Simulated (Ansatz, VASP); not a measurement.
## As in VASP and in Ansatz

```
CELL_PARAMETERS angstrom
0.00000 2.20510 2.20510
2.20510 0.00000 2.20510
2.20510 2.20510 0.00000
ATOMIC_POSITIONS crystal
As 0.00000 0.00000 0.00000
```

Alike in both runs: task single point; functional BLYP; k mesh 14 × 14 × 14; occupations fermi-dirac, width 0.1 eV; no spin polarisation.

|  | VASP | Ansatz |
| --- | --- | --- |
| version | VASP 6.6.1 | Ansatz 0.2.0 |
| potentials or method | VASP PAW PBE potentials, release 64 (As) | plane waves (420 eV) with PAW, scalar-relativistic |
| plane-wave cutoff (eV) | 520 | 420 |
| valence electrons in the cell | 5 | 15 |

VASP gave:

- pressure (GPa): 0.2

Task: What did Ansatz give for the same quantities?

Result: Pressure (GPa): 0.0.

The functional is the same, so the differences come from potentials, cutoffs and numerics. The two sets of potentials don't hold the same shells in valence.

Caveats: the PAW data sets were made with another functional, which shifts forces and pressure a little (VASP).
